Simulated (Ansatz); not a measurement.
# K2S: the band gap up the ladder of functionals

An exercise on one series of results from a longer session: the logs are not shown, and one member is left open.

Code: Ansatz 0.2.0. PAW datasets, plane waves. No spin polarisation and no zero-point or thermal motion.

## The system as given

The cell was relaxed beforehand with r2SCAN.

Space group Fm-3m (No. 225), cubic; a = 7.405 Å in the conventional setting, 33.84 Å³ an atom. Near K stand 4 S at 3.21 Å; near S stand 8 K at 3.21 Å.

The structure in full:

```cif
data_structure
_symmetry_space_group_name_H-M 'P 1'
_symmetry_Int_Tables_number 1
_cell_length_a 5.2364
_cell_length_b 5.2364
_cell_length_c 5.2364
_cell_angle_alpha 60.000
_cell_angle_beta 60.000
_cell_angle_gamma 60.000
_cell_volume 101.53
loop_
_atom_site_label
_atom_site_type_symbol
_atom_site_fract_x
_atom_site_fract_y
_atom_site_fract_z
_atom_site_occupancy
K1 K 0.75000 0.75000 0.75000 1
K2 K 0.25000 0.25000 0.25000 1
S1 S 0.00000 0.00000 0.00000 1
```

Set-up of the first run:

Input file input.yaml:

```yaml
crystal:
  lattice:
    - [0.0, 3.70270514, 3.70270514]
    - [3.70270514, 0.0, 3.70270514]
    - [3.70270514, 3.70270514, 0.0]
  atoms:
    - { symbol: K, position: [0.75, 0.75, 0.75] }
    - { symbol: K, position: [0.25, 0.25, 0.25] }
    - { symbol: S, position: [0.0, 0.0, 0.0] }
kpoints:
  mp_grid: { grid: [6, 6, 6] }
  band_path:
    path:
      - [[0.0, 0.0, 0.0], [0.5, 2.40821256905e-35, 0.5], [0.625, 0.25, 0.625]]
      - [[0.375, 0.375, 0.75], [0.0, 0.0, 0.0], [0.5, 0.5, 0.5], [0.5, 0.25, 0.75], [0.5, 2.40821256905e-35, 0.5]]
    npoints: 10
hamiltonian:
  xc: pbe
scf:
  occupations: { method: fermi_dirac, width: 0.02 }
  n_extra_bands: 4
output:
  forces: true
  stress: true
  eigenvalues: true
```

Launch:

```sh
$ ansatz run input.yaml --threads 2 --pin off --max-ram 18432MiB --backend cpu --events-out ev --progress --plain --runs-dir out
```

Steps of the session up to this table: PBE band path; r2SCAN; HSE06; PBE0 at the same geometry; Single point with LDA; G0W0 on PBE; DDH-PBE0 at the same geometry; Single point with LC-ωPBE; r2SCAN0 at the same geometry.

One of the session's tables, all rows but one given; the rest of the session is left out.

| level | gap (eV) |
| --- | --- |
| PBE | 2.38 |
| r2SCAN | 2.75 |
| HSE06 | 3.31 |
| PBE0 | 4.01 |
| LDA | 2.11 |
| G0W0@PBE (303 empty bands) | ? |
| G0W0@PBE (752 empty bands) | 3.98 |
| DDH-PBE0 | 4.50 |
| LC-ωPBE | 8.20 |
| r2SCAN0 | 4.17 |

**Question.** Estimate the row for G0W0@PBE (303 empty bands).

The run gave: gap (eV): 3.89. In the column «gap (eV)» it lies between HSE06 (3.31) and G0W0@PBE (752 empty bands) (3.98).

Meshes: PBE 6×6×6, r2SCAN 6×6×6, HSE06 4×4×4, PBE0 4×4×4, LDA 6×6×6, DDH-PBE0 4×4×4, LC-ωPBE 4×4×4, r2SCAN0 4×4×4.

Against G0W0@PBE, PBE is short by 1.60 eV, at 60 % of it, and r2SCAN 69 %. PBE0 lies 0.70 eV above HSE06, which differs from it by screening the long-range exchange. G0W0 values are finite-basis, finite-mesh values.

Caveats from the session: Warnings in the runs' records: stress scf threshold loose, stress exchange threshold loose.
